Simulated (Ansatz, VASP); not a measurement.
# One calculation of CoSi2, two programs

Contents of INCAR:

```
SYSTEM = CoSi2
  PREC = Accurate
  ENCUT = 520
  EDIFF = 1E-7
  ISMEAR = 0
  SIGMA = 0.05
  LREAL = .FALSE.
  LASPH = .TRUE.
  NELM = 100
  ALGO = Normal
  ISIF = 2
  LWAVE = .FALSE.
  LCHARG = .FALSE.
  GGA = PE
  NBANDS = 16
```

The input KPOINTS:

```
Automatic mesh
0
G
  12 12 12
  0 0 0
```

The input POSCAR:

```
CoSi2
1.0
    0.0000000000      2.6780000000      2.6780000000
    2.6780000000      0.0000000000      2.6780000000
    2.6780000000      2.6780000000      0.0000000000
Co Si
1 2
Direct
    0.0000000000      0.0000000000      0.0000000000
    0.2500000000      0.2500000000      0.2500000000
    0.7500000000      0.7500000000      0.7500000000
```

Input for Ansatz:

```yaml
crystal:
  lattice:
    - [0.0, 2.678, 2.678]
    - [2.678, 0.0, 2.678]
    - [2.678, 2.678, 0.0]
  atoms:
    - { symbol: Co, position: [0.0, 0.0, 0.0] }
    - { symbol: Si, position: [0.25, 0.25, 0.25] }
    - { symbol: Si, position: [0.75, 0.75, 0.75] }
basis:
  ecutwfc: 420
  ecutrho_ratio: 4
kpoints:
  mp_grid: { grid: [12, 12, 12] }
hamiltonian:
  xc: pbe
scf:
  occupations: { method: gaussian, width: 0.05 }
output:
  forces: true
  stress: true
  eigenvalues: true
```

Alike in both runs: task single point; functional PBE; k mesh 12 × 12 × 12; occupations gaussian, width 0.05 eV; no spin polarisation.

```csv
,VASP,Ansatz
version,VASP 6.6.1,Ansatz 0.2.0
potentials or method,"VASP PAW PBE potentials, release 64 (Co, Si)","scalar-relativistic, plane waves, PAW"
plane-wave cutoff (eV),520,420
valence electrons in the cell,17,25
```

VASP gave:

| Quantity | Value |
| --- | --- |
| gap on the k mesh at the Fermi level (eV) | none |
| pressure (GPa) | 0.2 |

What did Ansatz give for the same quantities?

gap on the k mesh at the Fermi level (eV): none; pressure (GPa): 0.4.

A gap of «none» marks a metal or a gap that the smearing closes. The two sets of potentials don't hold the same shells in valence.

Spin polarisation is off, so any magnetic state and its effect on volume and gap are missing.
